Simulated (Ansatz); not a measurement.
# Two-dimensional strain map in TiAl₃

Theory: DFT r2SCAN, scalar-relativistic, plane waves, PAW in Ansatz. The runs took a 500 eV cutoff, a Γ-centred 12×12×12 mesh and Gaussian smearing (0.15 eV). No spin polarisation. Energies are free energies at this smearing, counted from the undisturbed cell; pressure is positive in compression.

Reference structure (relaxed at this level; this form isn't the usual structure):

```
CELL_PARAMETERS angstrom
3.95567 0.00000 0.00000
0.00000 3.95567 0.00000
0.00000 0.00000 3.95567
ATOMIC_POSITIONS crystal
Ti 0.00000 0.00000 0.00000
Al 0.50000 0.50000 0.00000
Al 0.50000 0.00000 0.50000
Al 0.00000 0.50000 0.50000
```

The cell is strained by p along both x and y and by q along z, fractional coordinates fixed. Points are written (p, q).

Energy above the undisturbed cell in meV/atom (a dash: not computed):

```
 p \ q  -0.030  -0.015  0.000  0.015  0.030
-0.030    49.9    35.4   26.2   21.9   21.9
-0.015    22.7    12.0    6.4    5.3    8.5
 0.000     9.5     2.3    0.0      ?    8.2
 0.015     8.7       ?    5.6   10.7   19.5
 0.030       ?    18.3   22.0      ?   41.1
```

Problem. Fill in the withheld energies.

Solution. (0.000, 0.015): 2.1; (0.015, -0.015): 4.9; (0.030, -0.030): 19.0; (0.030, 0.015): 29.7.